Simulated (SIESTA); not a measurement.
# Os under changes of volume

One of the cells (14.716 Å³/atom); the others are scaled copies at fixed shape and fractional positions:

```xyz
1
Lattice="2.7506 0.0000 0.0000 1.3753 2.3821 0.0000 1.3753 0.7940 2.2459" Properties=species:S:1:pos:R:3 pbc="T T T"
Os    0.0000    0.0000    0.0000
```

This isn't the form of Os at room conditions, which is hcp.

- Program: SIESTA 5.4.2
- Functional: PBEJsJrLO
- Potentials or basis: PseudoDojo 0.4 standard (PBE files)
- Basis: DZP (energy shift 0.002 Ry)
- Grid cutoff: 800 Ry
- Energy shift: 0.002 Ry
- k mesh: 9 × 9 × 9
- Occupations: fermi-dirac, width 0.05 eV
- Spin: non-collinear spin, ferromagnetic start
- Starting moments: [[0.707, 0.707, 0.0]] μB

```csv
volume (Å³/atom),energy over the lowest point (meV/atom),pressure (GPa)
13.833,13.01,12.1
14.127,0.00,2.3
14.422,?,?
14.716,21.22,-12.8
15.010,50.99,-19.4
15.305,92.14,-25.1
15.599,143.20,-30.1
```

Task: What does the run at 14.422 Å³/atom give?

Result: Energy over the lowest point 3.63 meV/atom; pressure -5.9 GPa.

Worked out: A Birch-Murnaghan fit of order 3 (a polynomial in V^(-2/3)) to the other rows has its minimum at 14.21 Å³/atom with B0 = V·E''(V) = 408 GPa and B' = 5.0. It gives 3.48 meV/atom at 14.422 Å³/atom, against the run's 3.63, and -dE/dV = -5.8 GPa, against -5.9.

Energies are extrapolated to zero smearing.

Caveats: semicore shells carry a single zeta, which can move pressures by several GPa and volumes by a few percent; the potentials were made for another functional, which shifts forces and pressure; the basis of atomic orbitals isn't converged, which shifts pressures, moduli and gaps; the cell as given lies far from equilibrium (some runs).
